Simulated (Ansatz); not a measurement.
Runs of Ansatz 0.2.0 on TePt. The structure is cubic, space group F-43m (No. 216). Conventional cell: a = 6.490 Å, b = 6.490 Å, c = 6.490 Å, α = 90.00°, β = 90.00°, γ = 90.00°. Around Pt (site symmetry -43m) lie 4 Te at 2.81 Å. Around Te (site symmetry -43m) lie 4 Pt at 2.81 Å. Measurements of this composition are mostly on another form, of space group No. 166.

```csv
level,U,hubbard projectors,double counting,gap on the mesh (eV),pressure (GPa)
r2SCAN+U,Pt d U = 4 eV,ortho-atomic (the default),fll (the default),none,(a)
r2SCAN+U,Pt d U = 6 eV,ortho-atomic (the default),fll (the default),none,-12.1
r2SCAN+U,Pt d U = 8 eV,ortho-atomic (the default),fll (the default),none,-11.7
r2SCAN+U,Pt d U = 5 eV,ortho-atomic (the default),fll (the default),none,-12.2
r2SCAN+U,Pt d U = 1 eV,ortho-atomic (the default),fll (the default),none,-12.4
r2SCAN+U,Pt d U = 3 eV,ortho-atomic (the default),fll (the default),none,-12.4
r2SCAN+U,Pt d U = 2 eV,ortho-atomic (the default),fll (the default),none,-12.4
r2SCAN,-,-,-,none,-12.4
```

Alike in all rows: task band structure; potentials or basis Ansatz PAW; no spin polarisation; cell as given; k mesh 7 × 7 × 7; cutoff (eV) 500; smearing fermi-dirac 0.05 eV.

Task: Fill in the values left out.

Result: (a) -12.3.

Caveats: spin-orbit coupling is left out, which moves the levels of the heavy elements; the PAW data sets come from PBE, with cores solved anew for the run's functional, which leaves a small shift of forces and pressure; U without spin polarisation on a metal has little footing (some runs); the U is typed as a test and isn't derived for this compound (some runs).

A k mesh can miss the band edges, and the runs leave out spin-orbit coupling on Pt, Te.

A gap of «none» marks a metal or a gap under the smearing width.
